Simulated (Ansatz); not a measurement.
CoO:

```
Co O
1.0
     0.00000    2.13150    2.13150
     2.13150    0.00000    2.13150
     2.13150    2.13150    0.00000
Co O
1 1
Direct
  0.00000 0.00000 0.00000
  0.50000 0.50000 0.50000
```

Base run:

```yaml
Program: Ansatz 0.2.0
Functional: PBE
Potentials_or_basis: Ansatz PAW
Cutoff: "420 eV (not typed: the program's choice for these potentials)"
k_mesh: 11 × 11 × 11
Occupations: fermi-dirac, width 0.05 eV
Spin: no spin polarisation
```

Its results: band gap on the k mesh none (metal or under the smearing width); pressure -19.5 GPa.

Question: The run is repeated on the same cell with these changes: spin from no spin polarisation to collinear spin, ferromagnetic start. What comes out?

Answer: Band gap on the k mesh none (metal or under the smearing width); pressure -1.8 GPa; net moment 2.93 μB per cell; site moments Co +2.49; O +0.32 μB.

Caveats: semilocal functionals often make such compounds metallic where correlation or magnetic order opens a gap, which also shifts bond lengths; an odd number of electrons without spin polarisation forces a metal (some runs); a magnetic or distorted state may lie lower (some runs); a cell with one magnetic atom can't hold antiferromagnetic order, which such compounds often take (some runs).
